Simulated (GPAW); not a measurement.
Wanted: an ASE script for a GPAW 26.7.0 run.

```yaml
Task: band structure
Functional: BLYP
Potentials_or_basis: PAW data sets generated in the run's folder for this functional
Cutoff: 600 eV
Basis: pw
k_mesh: 6 × 6 × 6
Occupations: fermi-dirac, width 0.05 eV
Spin: spin-orbit coupling, no magnetisation
Eigensolver: davidson
Maxiter: 150
Band_path: GXWKGLUWLK,UX
Band_points: 80
spin_axis_theta_degrees: 54.7
spin_axis_phi_degrees: 45
Soc_after_scf: second variation
```

Crystal: Sn.

```
Sn
1.0
     0.00000    3.23334    3.23334
     3.23334    0.00000    3.23334
     3.23334    3.23334    0.00000
Sn
2
Direct
  0.25000 0.25000 0.25000
  0.00000 0.00000 0.00000
```

This isn't the form of Sn at room conditions, which is tetragonal (white tin).

These files were run (other wordings do the same):

run.py

```python
import numpy as np
from ase.dft.bandgap import bandgap
from ase.io import write
from ase.spacegroup import crystal
from ase.units import GPa
from gpaw import GPAW, PW, setup_paths
from gpaw.spinorbit import soc_eigenstates

setup_paths.insert(0, '.')

# Sn 8a
atoms = crystal(['Sn'],
                basis=[[0.25, 0.25, 0.25]],
                spacegroup=227, setting=1,  # Fd-3m
                cellpar=[6.4666856, 6.4666856, 6.4666856, 90.0, 90.0, 90.0],
                primitive_cell=True)

calc = GPAW(mode=PW(600),
            xc='BLYP',
            kpts={'size': (6, 6, 6), 'gamma': True},
            occupations={'name': 'fermi-dirac', 'width': 0.05},
            nbands=24,
            convergence={'density': 1e-05, 'energy': 1e-05},
            eigensolver='davidson',
            maxiter=150,
            txt='gpaw.txt')
atoms.calc = calc
energy = atoms.get_potential_energy()
forces = atoms.get_forces()
stress = atoms.get_stress()
calc.write('gs.gpw')
write('result.traj', atoms)
print(f'Energy: {energy:.6f} eV')
print('Forces (eV/A):')
print(forces.round(4))
print('Stress (GPa):', (stress / GPa).round(3))
print('Fermi level:', round(calc.get_fermi_level(), 4), 'eV')
print(f'Gap: {bandgap(calc)[0]:.4f} eV, direct: {bandgap(calc, direct=True)[0]:.4f} eV')

path = atoms.cell.bandpath('GXWKGLUWLK,UX', npoints=80, eps=1e-4)
bs_calc = calc.fixed_density(kpts=path, symmetry='off', nbands=38,
                             convergence={'bands': 'CBM+6.0', 'eigenstates': 1e-6}, txt='bands.txt')
bs = bs_calc.band_structure()
bs.write('bs.json')
print(f'Gap on the path: {bandgap(bs_calc)[0]:.4f} eV')

soc = soc_eigenstates(bs_calc, theta=54.7, phi=45)
np.savetxt('soc_bands.dat', soc.eigenvalues(), fmt='%.4f')
mesh = soc_eigenstates('gs.gpw', theta=54.7, phi=45)
np.savetxt('soc_mesh.dat', mesh.eigenvalues(), fmt='%.4f')
print('Fermi level with spin-orbit coupling:', round(mesh.fermi_level, 4), 'eV')
```

Potentials or basis: PAW data sets generated in the run's folder for this functional, pw.

Command:

```bash
$ gpaw-setup -f BLYP Sn
$ OMP_NUM_THREADS=1 python run.py
```

It gave:

```yaml
Pressure: 6.2 GPa
Band_gap_along_the_path: none (metal or under the smearing width)
```

Caveat: spin-orbit coupling was added after a scalar SCF, so levels and gaps hold it while energy, forces, pressure and moments don't; this program's spin-orbit splittings come out too wide for heavy elements.

It took 97 s on 1 thread of Arm Neoverse V1 (shared host), peak memory 0.36 GiB.
